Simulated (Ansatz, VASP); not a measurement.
La: VASP beside Ansatz

File INCAR:

```
SYSTEM = La
ALGO = Normal
EDIFF = 1E-7
ENCUT = 520
GGA = PE
ISIF = 2
ISMEAR = -1
LASPH = .True.
LCHARG = .False.
LREAL = .False.
LWAVE = .False.
NBANDS = 12
NELM = 80
PREC = Accurate
SIGMA = 0.05
```

The input KPOINTS:

```
k-points
0
Gamma
  9 9 9
  0 0 0
```

POSCAR

```
La
1.0
   -2.0951271325      2.0951271325      2.0951271325
    2.0951271325     -2.0951271325      2.0951271325
    2.0951271325      2.0951271325     -2.0951271325
La
1
Direct
    0.0000000000      0.0000000000      0.0000000000
```

input.yaml

```yaml
crystal:
  lattice:
    - [-2.0951271325, 2.0951271325, 2.0951271325]
    - [2.0951271325, -2.0951271325, 2.0951271325]
    - [2.0951271325, 2.0951271325, -2.0951271325]
  atoms:
    - { symbol: La, position: [0.0, 0.0, 0.0] }
hamiltonian:
  xc: pbe
  pseudopotentials: { kind: paw }
kpoints:
  mp_grid: { grid: [9, 9, 9] }
scf:
  occupations: { method: fermi_dirac, width: 0.05 }
output:
  forces: true
  stress: true
  eigenvalues: true
```

Change from the starting cell: volume scaled by 0.96.

Alike in both runs: task single point; functional PBE; k mesh 9 × 9 × 9; occupations fermi-dirac, width 0.05 eV; no spin polarisation.

|  | VASP | Ansatz |
| --- | --- | --- |
| version | VASP 6.6.1 | Ansatz 0.2.0 |
| potentials or method | VASP PAW PBE potentials, release 64 (La) | Ansatz PAW |
| plane-wave cutoff (eV) | 520 | 420 |
| valence electrons in the cell | 11 | 11 |

|  | VASP | Ansatz | Ansatz less VASP |
| --- | --- | --- | --- |
| gap on the k mesh at the Fermi level (eV) | none | none | - |
| pressure (GPa) | 0.5 | 0.5 | -0.04 |

A gap of «none» marks a metal or a gap that the smearing closes.

Spin-orbit coupling is left out, which matters for the levels of La.
